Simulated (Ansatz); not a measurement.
The polar optical mode of BN at -1 GPa, worked through

The calculation used Ansatz, DFT PBEsol, scalar-relativistic, plane waves, PAW. Cutoff 420 eV, 12×12×12 k-points (Γ-centred), fixed occupations. No spin polarisation. Phonons by linear response, acoustic sum rule imposed.

The cell, relaxed at -1 GPa:
```cif
data_structure
_symmetry_space_group_name_H-M 'F-43m'
_symmetry_Int_Tables_number 216
_cell_length_a 3.6088
_cell_length_b 3.6088
_cell_length_c 3.6088
_cell_angle_alpha 90.000
_cell_angle_beta 90.000
_cell_angle_gamma 90.000
_cell_volume 47.00
loop_
_atom_site_label
_atom_site_type_symbol
_atom_site_symmetry_multiplicity
_atom_site_Wyckoff_symbol
_atom_site_fract_x
_atom_site_fract_y
_atom_site_fract_z
_atom_site_occupancy
B1 B 4 a 0.00000 0.00000 0.00000 1
N1 N 4 c 0.25000 0.25000 0.25000 1
```

Linear response gives ν_TO = 1043.2 cm⁻¹, Born charges ±1.903 e (positive on B) and ε∞ = 4.634. The primitive cell holds 11.750 Å³, and the masses are 10.810 and 14.007 amu.

Question: Find ν_LO and the static dielectric constant.

Answer: The long-wave field adds a restoring force: ω_LO² − ω_TO² = Z*²e²/(ε_vac ε∞ μV). In these units ν_LO² − ν_TO² = 4.92064×10⁷ Z*²/(μ V ε∞) cm⁻², with μ = m₁m₂/(m₁ + m₂) = 6.101 amu: 536646 cm⁻². So ν_LO = √(1043.2² + 536646) = 1274.7 cm⁻¹, and the run gives 1274.7. Lyddane–Sachs–Teller then gives ε0 = ε∞ (ν_LO/ν_TO)² = 6.92, against 6.92 in the run (it forms both from the same three quantities, so the match checks the arithmetic only). Between ν_TO and ν_LO the dielectric function is negative and an undamped crystal reflects fully: a reststrahlen band from 7.8 to 9.6 μm.

Question: What do the Clausius–Mossotti polarisability and the Szigeti charge come to?

Answer: With the Lorentz local field, α = (3V/4π)(ε∞ − 1)/(ε∞ + 2) = 1.54 Å³ for the pair, and e_S = 3Z*/(ε∞ + 2) = 0.86 e. The Born charge includes the electrons' response to the dipole's own local field, and e_S takes that enhancement out. The Lorentz field assumes point-like polarisable ions, a poor picture once ε∞ is this large, since the electron clouds then overlap or are shared, so both numbers are formal here.

Question: How strongly does a slow electron couple to the LO mode?

Answer: For one isotropic parabolic band, Fröhlich's constant is α_F = (1/ε∞ − 1/ε0) √(m* Ry/ħω_LO), with Ry = 13.606 eV, ħω_LO = 158.0 meV and m* in free-electron masses: α_F = 0.0713 × 9.28 × √m* = 0.66 √m*. The band mass isn't part of this run; for m* = 0.1, 0.3 and 1 it gives 0.21, 0.36, 0.66. In weak coupling the polaron lies α_F ħω_LO below the band edge (57 meV at m* = 0.3) with a mass m*(1 + α_F/6); past α_F of about 5 or 6 that expansion fails. A semilocal functional's ε∞ tends to be too large, which taken alone lowers α_F.

Cost: 1 run of about 0.21 core-minutes, on Arm Neoverse V1 (shared hosts).

Cubic BN combines a stiff covalent lattice with a strongly polar optical mode. Short sp³ bonds and light atoms put ν_TO at 1043.2 cm⁻¹, while the long-wave field raises the longitudinal branch to 1274.7 cm⁻¹. The Born charge of 1.903 e behind this splitting is dynamical: it measures how bond electrons shift as the sublattices move, and isn't a static charge on boron.

Even so, the lattice adds less to the static dielectric constant than the electrons do, because stiff bonds allow only a small ionic displacement in a given field. The light masses raise both frequencies but cancel from this static response, so isotopic substitution would move the reststrahlen band and leave ε0 essentially unchanged in the harmonic picture.

The modest lattice screening and the large phonon energy together keep the Fröhlich coupling below one for all the masses tried. This suggests large, weakly bound polarons rather than self-trapped carriers, as far as the polar coupling alone is concerned; short-range deformation coupling could still matter.
